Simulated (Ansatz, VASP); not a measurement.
**Two plane-wave programs on SnO2**

```
Sn O
1.0
     4.72072    0.00000    0.00000
     0.00000    4.72072    0.00000
     0.00000    0.00000    3.18876
Sn O
2 4
Direct
  0.00000 0.00000 0.97366
  0.50000 0.50000 0.52634
  0.28819 0.32402 0.01533
  0.21181 0.82402 0.48467
  0.71181 0.67598 0.01533
  0.78819 0.17598 0.48467
```

Change from the starting cell: mode 4 frozen in at -0.120 Å and mode 5 at -0.084 Å (largest displacements).

Alike in both runs: task single point; functional LDA; k mesh 6 × 6 × 8; occupations gaussian, width 0.05 eV; no spin polarisation.

|  | VASP | Ansatz |
| --- | --- | --- |
| version | VASP 6.6.1 | Ansatz 0.2.0 |
| potentials or method | VASP PAW LDA potentials, release 64 (Sn_d, O) | scalar-relativistic, plane waves, PAW |
| plane-wave cutoff (eV) | 520 | 520 |
| valence electrons in the cell | 52 | 52 |

VASP gave:

| Quantity | Value |
| --- | --- |
| gap on the k mesh at the Fermi level (eV) | 1.27 |
| least direct gap on the mesh (eV) | 1.27 |
| pressure (GPa) | 0.7 |
| largest component of the traceless stress (GPa) | 0.69 |
| rms of the force components (eV/Å) | 0.275 |

Q: What did Ansatz give for the same quantities?

A: gap on the k mesh at the Fermi level (eV): 1.24; least direct gap on the mesh (eV): 1.24; pressure (GPa): -0.7; largest component of the traceless stress (GPa): 0.72; rms of the force components (eV/Å): 0.264.

Atom by atom the forces differ by 0.021 eV/Å (rms over components). Ansatz warned: «pseudo_functional_mismatch».

Caveats: spin-orbit coupling is left out, which moves the levels of the heavy elements.
